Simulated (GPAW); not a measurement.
The system is Au.

```
Au
1.0
     0.00000    2.03500    2.03500
     2.03500    0.00000    2.03500
     2.03500    2.03500    0.00000
Au
1
Direct
  0.00000 0.00000 0.00000
```

Base run:

```yaml
Program: GPAW 26.7.0
Functional: PBE
Potentials_or_basis: PAW data sets generated in the run's folder for this functional
Cutoff: 600 eV
Basis: pw
k_mesh: 11 × 11 × 11
Occupations: fermi-dirac, width 0.05 eV
Spin: no spin polarisation
```

Its results: pressure 13.3 GPa.

The run is repeated on the same cell with these changes: potentials or basis from PAW data sets generated in the run's folder for this functional to JTH PAW 2.0, PBE. What comes out?

Pressure 10.6 GPa.

Caveats: the program truncates these outside data sets (some runs).

Not every run made on this cell is shown here.
